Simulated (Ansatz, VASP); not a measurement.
# ZrB2 in VASP and in Ansatz

```
CELL_PARAMETERS angstrom
3.14463 0.00000 0.00000
-1.57231 2.72333 0.00000
0.00000 0.00000 3.51008
ATOMIC_POSITIONS crystal
Zr 0.00000 0.00000 0.00000
B 0.33333 0.66667 0.50000
B 0.66667 0.33333 0.50000
```

Alike in both runs: functional PBE; dispersion D3(BJ); k mesh 15 × 15 × 12; occupations gaussian, width 0.1 eV; no spin polarisation.

Ansatz relaxed the structure, and its values are those at the end. VASP's run is a single point on that final structure, the one shown.

|  | VASP | Ansatz |
| --- | --- | --- |
| version | VASP 6.6.1 | Ansatz 0.2.0 |
| potentials or method | VASP PAW PBE potentials, release 64 (Zr_sv, B) | scalar-relativistic, plane waves, PAW |
| plane-wave cutoff (eV) | 520 | 420 |
| valence electrons in the cell | 18 | 18 |

```csv
,VASP,Ansatz,Ansatz less VASP
gap on the k mesh at the Fermi level (eV),none,none,-
pressure (GPa),0.1,0.0,-0.16
```

A gap of «none» marks a metal or a gap that the smearing closes.

Caveats: pairwise dispersion overbinds metals, which lowers pressure and volume.
